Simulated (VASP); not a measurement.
BaZrO3:

```
O Ba Zr
1.0
     4.16614    0.00523   -0.01545
     0.00523    4.25750    0.01424
    -0.01545    0.01424    4.20014
O Ba Zr
3 1 1
Direct
  0.02466 0.52208 0.48174
  0.48615 0.00055 0.51269
  0.48758 0.47744 0.98814
  0.99308 0.01971 0.01314
  0.52711 0.51248 0.47814
```

The cell was built by a generator and needn't be a form met in nature.

* Program: VASP 6.6.1
* Task: relaxation of cell and atoms
* Functional: r2SCAN
* Potentials or basis: VASP PAW PBE potentials, release 64 (O, Ba_sv, Zr_sv)
* Cutoff: 600 eV
* k mesh: 4 × 4 × 4, shifted
* Occupations: fermi-dirac, width 0.1 eV
* Spin: no spin polarisation

At the start: pressure 0.4 GPa; volume 14.90 Å³/atom.

How do energy, volume and symmetry change on relaxing?

Over 14 steps the energy falls by 54.2 meV/atom and the volume is 14.95 Å³/atom (+0.4 %); space group Pm-3m (No. 221, to 0.05 Å).

Step by step:
| step | energy change (eV) | largest force (eV/Å) | pressure (GPa) | volume (Å³) |
| --- | --- | --- | --- | --- |
| 1 | 0.0000 | 1.1941 | 0.42 | 74.50 |
| 2 | -0.1887 | 0.6341 | -0.40 | 74.91 |
| 3 | -0.2333 | 0.2765 | -0.86 | 75.21 |
| 4 | -0.2335 | 0.2738 | -0.88 | 75.23 |
| 5 | -0.2500 | 0.2308 | 1.18 | 74.24 |
| 6 | -0.2500 | 0.2307 | 1.30 | 74.18 |
| 7 | -0.2578 | 0.1690 | -0.66 | 75.06 |
| 8 | -0.2581 | 0.1752 | -0.35 | 74.92 |
| 9 | -0.2646 | 0.1212 | -0.23 | 74.86 |
| 10 | -0.2677 | 0.1498 | -0.03 | 74.78 |
| 11 | -0.2708 | 0.0424 | 0.13 | 74.69 |
| 12 | -0.2710 | 0.0106 | 0.20 | 74.66 |
| 13 | -0.2708 | 0.0105 | -0.45 | 74.95 |
| 14 | -0.2711 | 0.0091 | -0.03 | 74.76 |

Final structure:
```
O Ba Zr
1.0
     4.21439   -0.00094   -0.00021
    -0.00095    4.21232   -0.00044
    -0.00048   -0.00045    4.21147
O Ba Zr
3 1 1
Direct
  0.00367 0.50654 0.49393
  0.50362 0.00638 0.49476
  0.50370 0.50654 0.99457
  0.00372 0.00640 0.99553
  0.50388 0.50640 0.49506
```

Caveat: the PAW data sets were made with another functional, which shifts forces and pressure a little.
